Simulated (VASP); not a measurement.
Here is a VASP 6.6.1 calculation.

Contents of INCAR:

```
  PREC = Accurate
  ENCUT = 600
  EDIFF = 1E-7
  ISMEAR = -1
  SIGMA = 0.05
  LREAL = False
  LASPH = True
  NELM = 100
  ALGO = Normal
  ISIF = 3
  LWAVE = False
  LCHARG = False
  GGA = PS
  IBRION = 2
  NSW = 60
  EDIFFG = -0.02
  KPAR = 2
```

File KPOINTS:

```
Automatic mesh
0
Gamma
  8 8 8
```

File POSCAR:

```
TiAl3
1.0
   -1.9111067713      1.9111067713      4.2806687947
    1.9111067713     -1.9111067713      4.2806687947
    1.9111067713      1.9111067713     -4.2806687947
Ti Al
1 3
Direct
    0.0000000000      0.0000000000      0.0000000000
    0.2500000000      0.7500000000      0.5000000000
    0.7500000000      0.2500000000      0.5000000000
    0.5000000000      0.5000000000      0.0000000000
```

Potentials or basis: VASP PAW PBE potentials, release 64 (Ti_sv, Al).

Run with:

```sh
$ cat potpaw_PBE.64/Ti_sv/POTCAR potpaw_PBE.64/Al/POTCAR > POTCAR
$ mpirun -np 2 vasp_std > vasp.out
```

Task: What does it give for the space group after relaxing (to 0.05 Å)?

Result: I4/mmm (No. 139).

Task: Estimate the relaxed volume.

Result: 15.58 Å³/atom.

Task: Estimate the relaxed cell.

Result: a = 5.056 Å, b = 5.056 Å, c = 5.056 Å, α = 135.64°, β = 135.64°, γ = 64.54°.

Task: Estimate the band gap on the k mesh.

Result: None (metal or under the smearing width).

The path:
```
step  energy change (eV)  largest force (eV/Å)  pressure (GPa)  volume (Å³)
   1              0.0000                0.0000           -0.40        62.54
   2             -0.0002                0.0000            0.24        62.18
   3             -0.0003                0.0000            0.01        62.31
```

Caveat: the PAW data sets were made with another functional, which shifts forces and pressure a little.
